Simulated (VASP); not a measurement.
# NaCl: relaxation of cell and atoms with LDA

NaCl:

```
Na Cl
1.0
     2.97163    0.00000    0.00000
     0.00000    2.97163    0.00000
     0.00000    0.00000    2.97163
Na Cl
1 1
Direct
  0.00000 0.00000 0.00000
  0.50000 0.50000 0.50000
```

Measurements of this composition are mostly on another form, of space group No. 225.

```json
{"Program": "VASP 6.6.1", "Task": "relaxation of cell and atoms", "Functional": "LDA", "Potentials or basis": "VASP PAW LDA potentials, release 64 (Na_pv, Cl)", "Cutoff": "520 eV", "k mesh": "10 × 10 × 10", "Occupations": "gaussian, width 0.02 eV", "Spin": "no spin polarisation", "Target pressure": "32 GPa", "Further INCAR settings": "ALGO = Normal; EDIFF = 1e-07; IBRION = 2; EDIFFG = -0.002; NSW = 80; ISIF = 3"}
```

- Relaxed volume: 13.11 Å³/atom
- Relaxed cell: a = 2.971 Å, b = 2.971 Å, c = 2.971 Å, α = 90.00°, β = 90.00°, γ = 90.00°
- Space group after relaxing (to 0.05 Å): Pm-3m (No. 221)
- Energy change on relaxing (the enthalpy is what falls): +1.3 meV/atom
- Ionic steps: 3
- Pressure after relaxing: 32.0 GPa
- Band gap on the k mesh: 4.44 eV, direct

The path:
| step | energy change (eV) | largest force (eV/Å) | pressure (GPa) | volume (Å³) |
| --- | --- | --- | --- | --- |
| 1 | 0.0000 | 0.0000 | 31.93 | 26.24 |
| 2 | 0.0046 | 0.0000 | 32.07 | 26.22 |
| 3 | 0.0026 | 0.0000 | 32.00 | 26.23 |

Final structure:
```xyz
2
Lattice="2.9711 0.0000 0.0000 0.0000 2.9711 0.0000 0.0000 0.0000 2.9711" Properties=species:S:1:pos:R:3 pbc="T T T"
Na    0.0000    0.0000    0.0000
Cl    1.4856    1.4856    1.4856
```

Levels at points of the mesh, in eV from the valence-band top:
| k point | band 3 | band 4 | band 5 | band 6 | band 7 | band 8 | band 9 | band 10 | band 11 |
| --- | --- | --- | --- | --- | --- | --- | --- | --- | --- |
| (0.00, 0.00, 0.00) | -22.37 | -15.99 | -1.09 | -1.09 | -1.09 | 6.08 | 6.98 | 6.98 | 17.44 |
| (0.50, 0.00, 0.00) | -22.34 | -14.68 | -6.07 | -0.66 | -0.66 | 8.40 | 9.54 | 12.24 | 12.48 |
| (0.50, 0.50, 0.00) | -22.32 | -14.01 | -4.69 | -4.69 | 0.00 | 4.44 | 10.42 | 12.71 | 12.71 |
| (0.50, 0.50, 0.50) | -22.51 | -13.05 | -4.10 | -4.10 | -4.10 | 6.27 | 6.27 | 6.27 | 15.47 |

Wall time 9.9 s on 1 thread of Intel(R) Xeon(R) Platinum 8488C (Sapphire Rapids), on a shared host, peak memory 0.13 GiB.

Caveat: the cell is relaxed towards a set pressure, so the enthalpy falls and the energy may rise. A k mesh can miss the band edges.
